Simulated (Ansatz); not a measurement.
**NaCl (Pm-3m): the cell at rest**

Wanted: the relaxed cell of NaCl (Pm-3m).

Main program and level: Ansatz 0.2.0; DFT PBEsol, scalar-relativistic, plane waves, PAW; PAW set soft_1.

**1. The starting structure**

Symmetry: Pm-3m, No. 221, cubic system. Conventional cell: a = 3.502 Å, b = 3.502 Å, c = 3.502 Å, α = 90.00°, β = 90.00°, γ = 90.00°. Na has 8 Cl at 3.03 Å nearest. Cl has 8 Na at 3.03 Å nearest. Farther neighbours and most contacts between anions are not listed.

**2. Probe on a coarse mesh**

A quick single point on a coarse mesh tells whether the cell has a gap and how far it is from rest, which sets the k mesh and smearing that follow.

File input.yaml:

```yaml
crystal:
  lattice:
    - [3.50219, 0.0, 0.0]
    - [0.0, 3.50219, 0.0]
    - [0.0, 0.0, 3.50219]
  atoms:
    - { symbol: Na, position: [0.0, 0.0, 0.0] }
    - { symbol: Cl, position: [0.5, 0.5, 0.5] }
kpoints:
  mp_grid: { grid: [6, 6, 6] }
hamiltonian:
  xc: pbesol
  pseudopotentials: { kind: paw, azcp: { folder: soft_1 }, xc_functional: pbe }
scf:
  occupations: { method: gaussian, width: 0.1 }
output:
  forces: true
  stress: true
  eigenvalues: true
```

Command:

```bash
> ansatz run input.yaml --threads 4 --pin off --max-ram 10240MiB --backend cpu --events-out ev --progress --plain --runs-dir out
```

Numbers of over 12 decimals in the logs are rounded to 6 here.

Output:

```text
Engine: ansatz 0.2.0, aarch64-unknown-linux-gnu
Pseudopotentials: kind: paw
Pseudopotential: Na, paw, valence charge 9, recommended cutoff 420 eV (normal), soft_1/Na.paw.azcp
Pseudopotential: Cl, paw, valence charge 7, recommended cutoff 420 eV (normal), soft_1/Cl.paw.azcp
Functional definition: PBEsol
  exchange = pbesol_x
  correlation = pbesol_c
Crystal: 2 atoms, lattice volume = 42.956 Å³
[...]
--- Band table (eV; the first three rows and the last of 20) ---
  k-point 0: bands = [... 4 lower, -11.1433, 1.7246, 1.7246, 1.7246, 6.0656, 10.5714, 10.5714, 17.7240]
  k-point 1: bands = [... 4 lower, -11.0578, 0.9123, 1.7819, 1.7819, 6.7998, 10.8712, 11.1155, 15.8566]
  k-point 2: bands = [... 4 lower, -10.8768, -0.2798, 1.9014, 1.9014, 8.0696, 11.3466, 11.7103, 14.3937]
  k-point 19: bands = [... 4 lower, -10.2334, 0.3460, 0.3460, 0.3460, 9.1588, 9.1588, 9.1588, 13.9090]
[key lines of the parts left out:]
SCF converged after 7 iterations
Free energy (F): -2540.009858 eV
Fermi energy:    4.146505 eV
P = ⅓ Tr σ = -1.2168 GPa (-12.168 kbar)
```

It took 1 s on 4 threads of Arm Neoverse V2, shared host; peak memory 0.37 GiB.

A gap read on the k-mesh alone can miss the band edges.

Numbers from this step:

```yaml
pressure: -1.217 GPa
gap_on_the_k_mesh: 3.841 eV
volume_per_atom: 21.48 Å³
direct_gap_on_mesh: 4.341 eV
```

The coarse mesh shows a gap of 3.84 eV and a pressure of -1.2 GPa.

**3. Relaxation**

Harmonic phonons are second derivatives at a point where the forces vanish, and they are wanted at zero stress, so atoms and cell are relaxed first.

Changes to input.yaml since step 2:

```diff
@@ -14,3 +14,3 @@
 scf:
-  occupations: { method: gaussian, width: 0.1 }
+  occupations: { method: gaussian, width: 0.02 }
 output:
@@ -19 +19,6 @@
   eigenvalues: true
+relax:
+  adjacent_minimum: "off"
+  f_tol: 0.005
+  max_steps: 80
+  cell: { stress_tol: 0.05 }
```

Output:

```text
[...]
Crystal: 2 atoms, lattice volume = 42.956 Å³
Basis set: ecut = 420 eV, 847 PW (Γ), exchange–correlation on 48×48×48 points (8 copies of the dense FFT grid, shifted against one another)
Bands: 12, of which v1, the nominal top of the filled ones, is band 8 counted from 1 (7 counted from 0)
Symmetry: 48 space group operations
[...]
k-points: 20 of 216
[...]
SCF iter   1: F=—  HF=-2540.994948 eV  |F-HF|=—  |Δ(HF+E_count)|=         —  Δρ=7.47e-2  dr2=2.07e0  ethr=3.10e-3  ⟨swp⟩=6.2  Hψ=1618  notcnv=0
[...]
SCF iter   7: F=-2540.009858 eV  HF=-2540.009858 eV  |F-HF|=2.85e-9  |Δ(HF+E_count)|=   5.77e-8  Δρ=2.92e-6  dr2=9.91e-10  ethr=6.25e-10  ⟨swp⟩=6.6  Hψ=1268  notcnv=0
SCF 1 converged in 7 iterations: F = -2540.009858 eV  dr2 = 9.91e-10
[...]
relax step   1: F+E_penalty+E_count = -2540.00985755 eV  Δ(F+E_penalty+E_count) = +0.000e0 eV  max|allowed force component| = 2.165e-30 eV/Å  Δτ_max = 0.0000 Å  P = -1.217 GPa  Ω = 42.956 Å³  (7 SCF iters, dr2 threshold 1.00e-7 eV, accepted)
Crystal: 2 atoms, lattice volume = 41.812 Å³
Basis set: ecut = 420 eV, 799 PW (Γ), exchange–correlation on 48×48×48 points (8 copies of the dense FFT grid, shifted against one another)
[...]
iter 1 solved again at ethr=5.73e-6 eV; its pass at ethr=3.10e-3 eV (dr2=9.17e-4 eV) is discarded
[...]
SCF iter   5: F=-2540.016293 eV  HF=-2540.016293 eV  |F-HF|=1.37e-8  |Δ(HF+E_count)|=   7.62e-9  Δρ=6.09e-6  dr2=1.23e-8  ethr=1.25e-9  ⟨swp⟩=5.6  Hψ=1138  notcnv=0
SCF 2 converged in 5 iterations: F = -2540.016293 eV  dr2 = 1.23e-8
relax step   2: F+E_penalty+E_count = -2540.01629275 eV  Δ(F+E_penalty+E_count) = -6.435e-3 eV  max|allowed force component| = 2.465e-30 eV/Å  Δτ_max = 0.0000 Å  P = -0.559 GPa  Ω = 41.812 Å³  energy of the carried Pulay correction = +3.256e-5 eV  (5 SCF iters, dr2 threshold 2.00e-7 eV, accepted)
Crystal: 2 atoms, lattice volume = 40.885 Å³
[...]
SCF iter   5: F=-2540.017814 eV  HF=-2540.017814 eV  |F-HF|=9.04e-9  |Δ(HF+E_count)|=   3.61e-9  Δρ=5.03e-6  dr2=8.16e-9  ethr=1.25e-9  ⟨swp⟩=5.3  Hψ=1101  notcnv=0
SCF 3 converged in 5 iterations: F = -2540.017814 eV  dr2 = 8.16e-9
relax step   3: F+E_penalty+E_count = -2540.01781423 eV  Δ(F+E_penalty+E_count) = -1.521e-3 eV  max|allowed force component| = 8.382e-31 eV/Å  Δτ_max = 0.0000 Å  P = +0.055 GPa  Ω = 40.885 Å³  energy of the carried Pulay correction = +5.957e-5 eV  (5 SCF iters, dr2 threshold 2.00e-7 eV, accepted)
[...]
relax step   4: F+E_penalty+E_count = -2540.01782543 eV  Δ(F+E_penalty+E_count) = -1.121e-5 eV  max|allowed force component| = 8.135e-31 eV/Å  Δτ_max = 0.0000 Å  P = -0.002 GPa  Ω = 40.967 Å³  energy of the carried Pulay correction = +5.716e-5 eV  (4 SCF iters, dr2 threshold 7.68e-9 eV, accepted)
[...]
SCF iter   1: F=—  HF=-2540.017777 eV  |F-HF|=—  |Δ(HF+E_count)|=         —  Δρ=2.21e-5  dr2=2.99e-8  ethr=4.30e-6  ⟨swp⟩=2.3  Hψ=2213  notcnv=0
eigensolver tolerance schedule: the retry pair's looser diagonalisation over-reported the residual by 23035.96 of it (diagonalisation noise at an unbounded share of the residual, at the tolerance the schedule requests for it); recorded, not acted on — ethr = c·dr2/N_el stays at c = 1.0e-1
[...]
SCF iter   2: F=—  HF=-2540.017772 eV  |F-HF|=—  |Δ(HF+E_count)|=   4.92e-6  Δρ=1.37e-5  dr2=2.50e-8  ethr=1.87e-10  ⟨swp⟩=3.9  Hψ=519  notcnv=0
[...]
SCF iter   6: F=-2540.017772 eV  HF=-2540.017772 eV  |F-HF|=6.37e-12  |Δ(HF+E_count)|=  1.41e-11  Δρ=1.94e-7  dr2=1.10e-11  ethr=1.00e-12  ⟨swp⟩=5.9  Hψ=885  notcnv=0
SCF 5 converged in 6 iterations: F = -2540.017772 eV  dr2 = 1.10e-11
relax step   5: F+E_penalty+E_count = -2540.01777249 eV  Δ(F+E_penalty+E_count) = +5.295e-5 eV  max|allowed force component| = 4.396e-31 eV/Å  Δτ_max = 0.0000 Å  P = -0.002 GPa  Ω = 40.967 Å³  stress off target by 2.43e-3 GPa  SCF on the basis re-selected at this cell (its energy is not comparable with the rows above)  (6 SCF iters)
basis re-selected at this cell: Δ(F+E_penalty+E_count) = +5.295e-5 eV, ΔP = -0.000 GPa vs the last step (what re-selecting the basis moved, of the pressure what is left beyond the Pulay correction that the steps carried, after the strain that the cell walked since its last selection, with what the two solves' SCF thresholds leave and, on support functions, any second-order correction that the steps lacked; it is no m [...]
SCF converged after 6 iterations
Free energy (F): -2540.017772 eV
[...]
Internal energy: -2540.017772 eV  (E = F + TS)
E sigma→0 (E₀):  -2540.017772 eV
Fermi energy:    4.650244 eV
[...]
--- Stress (GPa, compression-positive) ---
       -0.002427      -0.000000       0.000000
       -0.000000      -0.002427       0.000000
        0.000000       0.000000      -0.002427
  P = ⅓ Tr σ = -0.0024 GPa (-0.024 kbar)
--- Band table (eV; the first three rows and the last of 20) ---
  k-point 0: bands = [... 4 lower, -10.8872, 2.1117, 2.1117, 2.1117, 6.6480, 10.9387, 10.9387, 18.2948]
  k-point 1: bands = [... 4 lower, -10.7905, 1.2401, 2.1729, 2.1729, 7.4025, 11.2465, 11.5724, 16.4705]
  k-point 2: bands = [... 4 lower, -10.5847, -0.0356, 2.3007, 2.3007, 8.6728, 12.0058, 12.1044, 14.9443]
  k-point 19: bands = [... 4 lower, -9.8596, 0.6229, 0.6229, 0.6229, 9.5763, 9.5763, 9.5763, 14.7057]
--- Relaxed structure (4 steps of the walk, 4 accepted, 1 SCFs on fresh bases) ---
  F+E_penalty+E_count = -2540.01777249 eV   max|allowed force component| = 4.396e-31 eV/Å   (the final SCF, on the basis selected at the relaxed cell)
  cell:  # Å, volume = 40.9672 Å³
    - [3.447298, 0, 0]
    - [0, 3.447298, 0]
    - [0, 0, 3.447298]
  atoms:
    - { symbol: Na, position: [0, 0, 0] }
    - { symbol: Cl, position: [0.5, 0.5, 0.5] }
```

The job ended after 1.2 s (4 threads; peak memory 0.39 GiB).

Step by step:

| step | energy less that of the first step (eV) | largest force component (eV/Å) | pressure (GPa) | volume (Å³) |
| --- | --- | --- | --- | --- |
| 1 | 0.0000 | 0.0000 | -1.22 | 42.96 |
| 2 | -0.0064 | 0.0000 | -0.56 | 41.81 |
| 3 | -0.0080 | 0.0000 | 0.06 | 40.89 |
| 4 | -0.0080 | 0.0000 | 0.00 | 40.97 |
| 5* | -0.0079 | 0.0000 | 0.00 | 40.97 |

Relaxation steps marked * repeat the geometry before them on a plane-wave basis chosen anew for their cell, so energy and pressure can jump there.

The run keeps the 48 symmetry operations that it works with, so distortions that break them were not tested.

| conventional cell, symmetrised | before | after | change |
| --- | --- | --- | --- |
| a (Å) | 3.502 | 3.447 | -1.6 % |
| b (Å) | 3.502 | 3.447 | -1.6 % |
| c (Å) | 3.502 | 3.447 | -1.6 % |
| volume (Å³/atom) | 21.48 | 20.48 | -4.6 % |

Final coordinates:

```cif
data_structure
_symmetry_space_group_name_H-M 'P 1'
_symmetry_Int_Tables_number 1
_cell_length_a 3.4473
_cell_length_b 3.4473
_cell_length_c 3.4473
_cell_angle_alpha 90.000
_cell_angle_beta 90.000
_cell_angle_gamma 90.000
_cell_volume 40.97
loop_
_atom_site_label
_atom_site_type_symbol
_atom_site_fract_x
_atom_site_fract_y
_atom_site_fract_z
_atom_site_occupancy
Na1 Na 0.00000 0.00000 0.00000 1
Cl2 Cl 0.50000 0.50000 0.50000 1
```

Numbers from this step:

```
pressure           : -0.002427 GPa
gap on the k-mesh  : 3.996 eV
volume per atom    : 20.48 Å³
direct gap on mesh : 4.536 eV
```

In this step the volume went from 21.48 to 20.48 Å³/atom.

**4. Relaxing to small forces for the phonons**

Phonons need a cell at rest on their own settings, so the relaxation is repeated with tight tolerances on forces and stress, using the mesh and the filling of the phonon run that follows.

File input.yaml:

```yaml
crystal:
  lattice:
    - [3.4472981023, 0.0, 0.0]
    - [0.0, 3.4472981023, 0.0]
    - [0.0, 0.0, 3.4472981023]
  atoms:
    - { symbol: Na, position: [0.0, 0.0, 0.0] }
    - { symbol: Cl, position: [0.5, 0.5, 0.5] }
kpoints:
  mp_grid: { grid: [8, 8, 8] }
hamiltonian:
  xc: pbesol
  pseudopotentials: { kind: paw, azcp: { folder: soft_1 }, xc_functional: pbe }
scf:
  occupations: { method: fixed }
output:
  forces: true
  stress: true
  eigenvalues: true
  write_density: true
  write_potential: true
  elf: true
  volumetric_format: npy
relax:
  adjacent_minimum: "off"
  f_tol: 0.001
  max_steps: 60
  cell: { stress_tol: 0.01 }
```

Output:

```text
[...]
Crystal: 2 atoms, lattice volume = 40.967 Å³
Basis set: ecut = 420 eV, 799 PW (Γ), exchange–correlation on 48×48×48 points (8 copies of the dense FFT grid, shifted against one another)
Bands: 12, of which v1, the nominal top of the filled ones, is band 8 counted from 1 (7 counted from 0)
Symmetry: 48 space group operations
[...]
k-points: 35 of 512
[...]
k-point 34: bands = [... 4 lower, -9.8604, 0.6223, 0.6223, 0.6223, 9.5761, 9.5761, 9.5761, 14.7057]
--- Relaxed structure (1 steps of the walk, 1 accepted, 1 SCFs on fresh bases) ---
[...]
cell:  # Å, volume = 40.9672 Å³
    - [3.4472981023, 0.0, 0.0]
    - [0.0, 3.4472981023, 0.0]
    - [0.0, 0.0, 3.4472981023]
  atoms:
    - { symbol: Na, position: [0.0, 0.0, 0.0] }
    - { symbol: Cl, position: [0.5, 0.5, 0.5] }
[key lines of the parts left out:]
SCF converged after 8 iterations
Free energy (F): -2540.018189 eV
Fermi energy:    2.651647 eV
P = ⅓ Tr σ = -0.0088 GPa (-0.088 kbar)
```

Wall time 0.82 s (4 threads); peak memory 0.39 GiB.

Little changed from the start: no atom moved by 0.005 Å and no cell edge by 0.1 %.

Numbers from this step:

- pressure: -0.008770 GPa
- direct gap on mesh: 4.537 eV

ELF in the ac plane at fractional y = 0.000, with atoms of Na within 0.2 Å of it. It is the smooth field of the valence electrons, not physical close to the nuclei.

Ten even steps from '_' (0.01) to '@' (0.58), each cell a mean:
```
**%%@@**____________..##@@##
@@@@%%--______________==@@@@
%%##==________________..==##
::..______________________..
____________________________
____________________________
____________________________
____________________________
____________________________
..__________________________
##++::__________________--**
@@@@##::______________==%%@@
##%%@@++____________..##@@%%
==##@@##..__________::%%@@**
```
Columns run along a (3.4 Å), rows up along c (3.4 Å). Atoms in or near the plane, at fractional coordinates: Na at (0.00, 0.00).

Electrostatic potential energy in the ac plane at fractional y = 0.000, with atoms of Na within 0.2 Å of it. With pseudopotentials it is smooth inside the atoms' cores, unlike the true potential.

Ten even steps from '_' (-68 eV) to '@' (9 eV), each cell a mean:
```
____==%%@@@@@@@@@@@@@@##--__
::==**%%@@@@@@@@@@@@@@%%**--
####%%@@@@@@@@@@@@@@@@@@%%##
@@@@@@@@@@@@@@@@@@@@@@@@@@@@
@@@@@@@@@@@@@@@@@@@@@@@@@@@@
@@@@@@@@@@@@@@@@@@@@@@@@@@@@
@@@@@@@@@@@@@@@@@@@@@@@@@@@@
@@@@@@@@@@@@@@@@@@@@@@@@@@@@
@@@@@@@@@@@@@@@@@@@@@@@@@@@@
@@@@@@@@@@@@@@@@@@@@@@@@@@@@
##%%%%@@@@@@@@@@@@@@@@@@%%%%
--==##%%@@@@@@@@@@@@@@%%**==
__..==%%@@@@@@@@@@@@@@##==__
____--##@@@@@@@@@@@@@@##::__
```
Columns run along a (3.4 Å; values clipped at the 3rd and 97th percentile), rows up along c (3.4 Å). Atoms in or near the plane, at fractional coordinates: Na at (0.00, 0.00).

Valence density in the ac plane at fractional y = 0.000, with atoms of Na within 0.2 Å of it. It is the smooth field of the valence electrons, not physical close to the nuclei.

Ten steps, logarithmic in the rise over the least value, from '0' (0 e/Å³) to '9' (22 e/Å³), each cell a mean:
```
98520000000368
76310000000146
32100000000013
00000000000000
00000000000000
00000000000000
00000000000000
00000000000000
00000000000000
00000000000000
22100000000012
65310000000135
98520000000268
99620000000379
```
Columns run along a (3.4 Å), rows up along c (3.4 Å). Atoms in or near the plane, at fractional coordinates: Na at (0.00, 0.00).

The forces vanish by symmetry and the pressure is -0.009 GPa, within the tolerances set. The cell now holds 20.48 Å³/atom.

**5. Summary of results**

* space group after relaxation (within 0.01 Å): Pm-3m
* lattice constant a: 3.447 Å
* lattice constant b: 3.447 Å
* lattice constant c: 3.447 Å
* volume per atom: 20.5 Å³
* gap on the k-mesh: 4.00 eV

The forces vanish by symmetry and the pressure is -0.009 GPa, within the tolerances set. The cell now holds 20.48 Å³/atom. The relaxation keeps the symmetry of its start, so it says nothing on stability against lower symmetry. The PAW files were made for PBE and serve the other functionals too.

[Logs are printed without paths, hosts, clocks, repeated set-up lines and the standing remarks that a program may print on its own settings, such as how far it seeks lower states.]

[Hosts, paths, dates, database ids (printed as entryN), source tags and the programs' standing remarks are cut or masked in the printed files.]
